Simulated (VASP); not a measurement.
# ZnS (F-43m) in VASP: notebook, part 2 of 2

VASP 6.6.1. The steps go on from the part before.

**3. Relaxation of the atoms, PBEsol (a relaxed cell with its volume scaled by 0.98)**

File INCAR:

```
ALGO     = Fast           # electronic algorithm
EDIFF    = 1E-7           # SCF threshold, eV
EDIFFG   = -0.01          # ionic threshold
ENCUT    = 600            # plane-wave cutoff, eV
GGA      = PS             # functional
IBRION   = 2              # ionic algorithm
ISIF     = 2              # what is computed and relaxed
ISMEAR   = 0              # smearing method
LASPH    = True           # aspherical terms in the spheres
LCHARG   = False          # write CHGCAR
LREAL    = False          # projectors in reciprocal space
LWAVE    = False          # write WAVECAR
NELM     = 80             # most SCF steps
NSW      = 40             # ionic steps
PREC     = Accurate       # precision mode
SIGMA    = 0.03           # smearing width, eV
```

File KPOINTS:

```
k-points
0
Gamma
  10 10 10
```

File POSCAR:

```
ZnS                                     
1.0
    0.0000000000      2.6623420951      2.6623420951
    2.6623420951      0.0000000000      2.6623420951
    2.6623420951      2.6623420951      0.0000000000
  Zn              S             
     1     1
Direct
     0.2500000000000000    0.2500000000000000    0.2500000000000000
     0.0000000000000000    0.0000000000000000    0.0000000000000000
```

Potentials or basis: VASP PAW PBE potentials, release 64 (Zn, S).

Run with:

```console
$ cat potpaw_PBE.64/Zn/POTCAR potpaw_PBE.64/S/POTCAR > POTCAR
$ mpirun -np 1 vasp_std > vasp.out
```

OUTCAR:

```text
EDIFF = 1E-7
   EDIFFG = -0.01
   ENCUT = 600
   GGA = PS
   IBRION = 2
   ISIF = 2
   ISMEAR = 0
   LASPH = True
   LREAL = False
   NELM = 80
   NSW = 40
   PREC = Accurate

 ion  position               nearest neighbor table
   1  0.250  0.250  0.250-   2 2.31   2 2.31   2 2.31   2 2.31
   2  0.000  0.000  0.000-   1 2.31   1 2.31   1 2.31   1 2.31

  LATTYP: Found a face centered cubic cell.
 ALAT       =     5.3246841902

  Lattice vectors:

 A1 = (   0.0000000000,   2.6623420951,   2.6623420951)
 A2 = (   2.6623420951,   0.0000000000,   2.6623420951)
 A3 = (   2.6623420951,   2.6623420951,   0.0000000000)

Analysis of symmetry for initial positions (statically):
=====================================================================
 Subroutine PRICEL returns:
 Original cell was already a primitive cell.

 Routine SETGRP: Setting up the symmetry group for a
 face centered cubic supercell.

 Subroutine GETGRP returns: Found 24 space group operations
 (whereof 24 operations were pure point group operations)
 out of a pool of 48 trial point group operations.

The static configuration has the point symmetry T_d .

Analysis of symmetry for dynamics (positions and initial velocities):
=====================================================================
[... 174 lines left out ...]
      5      -3.5721      2.00000
      6      -3.5721      2.00000
      7       2.4379      2.00000
      8       2.4379      2.00000
      9       2.4379      2.00000
     10       4.6098      0.00000
     11       8.7113      0.00000
     12       8.7113      0.00000
     13       8.7113      0.00000
[... 354 lines left out ...]
  band No.  band energies     occupation
      1      -9.9764      2.00000
      2      -4.1852      2.00000
      3      -3.8549      2.00000
      4      -3.8473      2.00000
      5      -3.5538      2.00000
      6      -3.5074      2.00000
      7      -1.4717      2.00000
      8       0.2759      2.00000
      9       0.5049      2.00000
     10       6.2816      0.00000
     11       7.0872      0.00000
     12      11.2495      0.00000
     13      12.2227      0.00000

 [... further k-points ...]
[... 5 lines left out ...]
  --------------------------------------------------------------------------------------
  -------------------------------------------------------------------------------------
  Total        0.4035623      0.4035623      0.4035623      0.0000000     -0.0000000      0.0000000
  in kB       17.1316681     17.1316681     17.1316681      0.0000000     -0.0000000      0.0000000
  external PRESSURE =      17.1316681 kB  Pullay stress =       0.0000000 kB

 VOLUME and BASIS-vectors are now :
 -----------------------------------------------------------------------------
  energy-cutoff  :      600.00
  volume of cell :       37.74
      direct lattice vectors                 reciprocal lattice vectors
     0.000000000  2.662342095  2.662342095    -0.187804565  0.187804565  0.187804565
     2.662342095  0.000000000  2.662342095     0.187804565 -0.187804565  0.187804565
     2.662342095  2.662342095  0.000000000     0.187804565  0.187804565 -0.187804565

 POSITION                                       TOTAL-FORCE (eV/Angst)
 -----------------------------------------------------------------------------------
      1.33117      1.33117      1.33117        -0.000000     -0.000000     -0.000000
      0.00000      0.00000      0.00000         0.000000      0.000000      0.000000
 -----------------------------------------------------------------------------------
    total drift:                               -0.000000     -0.000000     -0.000000

  FREE ENERGIE OF THE ION-ELECTRON SYSTEM (eV)
  ---------------------------------------------------
  free  energy   TOTEN  =        -7.5849674823 eV

  energy  without entropy=       -7.5849674823  energy(sigma->0) =       -7.58496748

 reached required accuracy - stopping structural energy minimisation
```

OSZICAR:

```text
N       E                     dE             d eps       ncg     rms          rms(c)
DAV:   1     0.883676530330E+02    0.88368E+02   -0.97023E+03  1222   0.185E+03
DAV:   2    -0.171095805529E+01   -0.90079E+02   -0.84969E+02  1307   0.305E+02
DAV:   3    -0.791345180945E+01   -0.62025E+01   -0.61676E+01  1532   0.757E+01
DAV:   4    -0.799542492259E+01   -0.81973E-01   -0.81927E-01  1372   0.918E+00
DAV:   5    -0.799650077669E+01   -0.10759E-02   -0.10758E-02  1497   0.104E+00    0.725E+00
RMM:   6    -0.761373534231E+01    0.38277E+00   -0.11161E+00  1222   0.123E+01    0.575E+00
RMM:   7    -0.758568618534E+01    0.28049E-01   -0.24794E-01  1222   0.571E+00    0.256E+00
RMM:   8    -0.758603410909E+01   -0.34792E-03   -0.60175E-02  1222   0.216E+00    0.106E+00
RMM:   9    -0.758478693843E+01    0.12472E-02   -0.15472E-02  1222   0.171E+00    0.265E-01
RMM:  10    -0.758480357547E+01   -0.16637E-04   -0.45272E-03  1222   0.805E-01    0.987E-02
RMM:  11    -0.758494631813E+01   -0.14274E-03   -0.14587E-03  1313   0.369E-01    0.131E-01
RMM:  12    -0.758496271016E+01   -0.16392E-04   -0.26015E-04  1230   0.148E-01    0.289E-02
RMM:  13    -0.758496668354E+01   -0.39734E-05   -0.37904E-05  1273   0.635E-02    0.329E-02
RMM:  14    -0.758496764102E+01   -0.95748E-06   -0.11045E-05  1230   0.286E-02    0.232E-02
RMM:  15    -0.758496760437E+01    0.36643E-07   -0.19867E-06  1162   0.154E-02    0.622E-03
RMM:  16    -0.758496749133E+01    0.11304E-06   -0.97110E-07  1167   0.111E-02    0.645E-03
RMM:  17    -0.758496748232E+01    0.90088E-08   -0.16973E-07   828   0.401E-03
   1 F= -.75849675E+01 E0= -.75849675E+01  d E =-.758497E+01
```

Run time: 32 s. Hardware: 1 thread of Intel Xeon Platinum 8559C (Emerald Rapids), shared host; peak memory 0.17 GiB.

Results:

| Item | Value |
| --- | --- |
| Free energy | -7.5850 eV |
| Pressure after relaxing | 1.7 GPa |
| Band gap on the k mesh | 2.17 eV, direct |

Final structure:
```
CELL_PARAMETERS angstrom
0.00000 2.66234 2.66234
2.66234 0.00000 2.66234
2.66234 2.66234 0.00000
ATOMIC_POSITIONS crystal
Zn 0.25000 0.25000 0.25000
S 0.00000 0.00000 0.00000
```

Caveat: the relaxation stopped at its first step, so nothing moved; the PAW data sets were made with another functional, which shifts forces and pressure a little.

**4. Relaxation of the atoms, PBEsol**

INCAR is that of step 3.

KPOINTS is that of step 3.

File POSCAR:

```
ZnS                                     
1.0
    0.0000000000      2.6803314387      2.6803314387
    2.6803314387      0.0000000000      2.6803314387
    2.6803314387      2.6803314387      0.0000000000
  Zn              S             
     1     1
Direct
     0.2500000000000000    0.2500000000000000    0.2500000000000000
     0.0000000000000000    0.0000000000000000    0.0000000000000000
```

Run with:

```console
$ cat potpaw_PBE.64/Zn/POTCAR potpaw_PBE.64/S/POTCAR > POTCAR
$ mpirun -np 1 vasp_std > vasp.out
```

Wall time 28 s (1 thread of Intel Xeon Platinum 8559C (Emerald Rapids), shared host); peak memory 0.17 GiB.

The run converged. Its results:

* Free energy: -7.5891 eV
* Pressure after relaxing: 0.0 GPa
* Band gap on the k mesh: 2.08 eV, direct

Final structure:
```
Zn S
1.0
     0.00000    2.68033    2.68033
     2.68033    0.00000    2.68033
     2.68033    2.68033    0.00000
Zn S
1 1
Direct
  0.25000 0.25000 0.25000
  0.00000 0.00000 0.00000
```

Levels at points of the mesh, in eV from the valence-band top:
```tsv
k point	band 7	band 8	band 9	band 10	band 11	band 12
(0.00, 0.00, 0.00)	0.00	0.00	0.00	2.08	6.29	6.29
(0.50, 0.00, 0.00)	-5.52	-0.91	-0.91	3.24	6.82	6.82
(0.50, 0.50, 0.00)	-4.70	-2.34	-2.34	3.18	3.96	11.00
```

Caveat: the relaxation stopped at its first step, so nothing moved; the PAW data sets were made with another functional, which shifts forces and pressure a little.

**5. Relaxation of the atoms, PBEsol (a relaxed cell with its volume scaled by 1.02)**

INCAR is that of step 4.

KPOINTS is that of step 4.

File POSCAR:

```
ZnS                                     
1.0
    0.0000000000      2.6980824953      2.6980824953
    2.6980824953      0.0000000000      2.6980824953
    2.6980824953      2.6980824953      0.0000000000
  Zn              S             
     1     1
Direct
     0.2500000000000000    0.2500000000000000    0.2500000000000000
     0.0000000000000000    0.0000000000000000    0.0000000000000000
```

Run with:

```console
$ cat potpaw_PBE.64/Zn/POTCAR potpaw_PBE.64/S/POTCAR > POTCAR
$ mpirun -np 1 vasp_std > vasp.out
```

Run time: 29 s. Hardware: 1 thread of Intel Xeon Platinum 8559C (Emerald Rapids), shared host; peak memory 0.17 GiB.

The run converged. Its results:

| Property | Result |
| --- | --- |
| Free energy | -7.5857 eV |
| Pressure after relaxing | -1.5 GPa |
| Band gap on the k mesh | 2.00 eV, direct |

Final structure:
```yaml
crystal:
  lattice:
    - [0.00000, 2.69808, 2.69808]
    - [2.69808, 0.00000, 2.69808]
    - [2.69808, 2.69808, 0.00000]
  atoms:
    - { symbol: Zn, position: [0.25000, 0.25000, 0.25000] }
    - { symbol: S, position: [0.00000, 0.00000, 0.00000] }
```

Levels at points of the mesh, in eV from the valence-band top:
```tsv
k point	band 5	band 6	band 7	band 8	band 9	band 10	band 11	band 12	band 13
(0.00, 0.00, 0.00)	-5.88	-5.88	0.00	0.00	0.00	2.00	6.31	6.31	6.31
(0.50, 0.00, 0.00)	-5.85	-5.68	-5.39	-0.88	-0.88	3.20	6.83	6.83	8.72
(0.50, 0.50, 0.00)	-5.81	-5.67	-4.62	-2.27	-2.27	3.23	3.97	10.86	11.91
```

Caveat: the relaxation stopped at its first step, so nothing moved; the PAW data sets were made with another functional, which shifts forces and pressure a little.

**6. Relaxation of the atoms, PBEsol (a relaxed cell with its volume scaled by 1.04)**

INCAR is that of step 5.

KPOINTS is that of step 5.

File POSCAR:

```
ZnS                                     
1.0
    0.0000000000      2.7156030025      2.7156030025
    2.7156030025      0.0000000000      2.7156030025
    2.7156030025      2.7156030025      0.0000000000
  Zn              S             
     1     1
Direct
     0.2500000000000000    0.2500000000000000    0.2500000000000000
     0.0000000000000000    0.0000000000000000    0.0000000000000000
```

Potentials or basis: VASP PAW PBE potentials, release 64 (Zn, S).

Run with:

```console
$ cat potpaw_PBE.64/Zn/POTCAR potpaw_PBE.64/S/POTCAR > POTCAR
$ mpirun -np 1 vasp_std > vasp.out
```

Run time: 22 s. Hardware: 1 thread of Intel Xeon Platinum 8559C (Emerald Rapids), shared host; peak memory 0.18 GiB.

Results (log left out):

```
Free energy             : -7.5754 eV
Pressure after relaxing : -2.8 GPa
Band gap on the k mesh  : 1.91 eV, direct
```

Final structure:
```
Zn S
1.0
     0.00000    2.71560    2.71560
     2.71560    0.00000    2.71560
     2.71560    2.71560    0.00000
Zn S
1 1
Cartesian
  1.3578 1.3578 1.3578
  0.0000 0.0000 0.0000
```

Levels at points of the mesh, in eV from the valence-band top:
```csv
k point,band 5,band 6,band 7,band 8,band 9,band 10,band 11,band 12,band 13
"(0.00, 0.00, 0.00)",-5.83,-5.83,0.00,0.00,0.00,1.91,6.32,6.32,6.32
"(0.50, 0.00, 0.00)",-5.80,-5.63,-5.26,-0.85,-0.85,3.17,6.84,6.84,8.64
"(0.50, 0.50, 0.00)",-5.76,-5.62,-4.55,-2.20,-2.20,3.27,3.97,10.73,11.78
```

Caveat: the relaxation stopped at its first step, so nothing moved; the PAW data sets were made with another functional, which shifts forces and pressure a little.

**7. Summary**

```csv
cell,gap on the mesh (eV),pressure (GPa)
atoms relaxed from: a relaxed cell with its volume scaled by 0.96,2.26,3.6
atoms relaxed from: a relaxed cell with its volume scaled by 0.98,2.17,1.7
atoms relaxed,2.08,0.0
atoms relaxed from: a relaxed cell with its volume scaled by 1.02,2.00,-1.5
atoms relaxed from: a relaxed cell with its volume scaled by 1.04,1.91,-2.8
```

Alike in all rows: task relaxation of the atoms; level PBEsol; potentials or basis VASP PAW PBE potentials, release 64 (Zn, S); no spin polarisation; k mesh 10 × 10 × 10; cutoff (eV) 600; smearing gaussian 0.03 eV.

Caveats: the relaxation stopped at its first step, so nothing moved; the PAW data sets were made with another functional, which shifts forces and pressure a little.

Absolute energies hang on the potentials; compare differences alone.

**8. Comparison with measurements**

Step 4. A measured gap of ZnS is 3.85 eV (direct; 19 K; quoted in “Electronic, vibrational, and thermodynamic properties of ZnS (zincblende and rocksalt structure)”, 2009, arxiv:0911.5022); the calculated 2.08 eV misses it by -1.77 eV. The value is that of PBEsol, without temperature or zero-point motion. Semilocal functionals fall short of measured gaps as a rule.
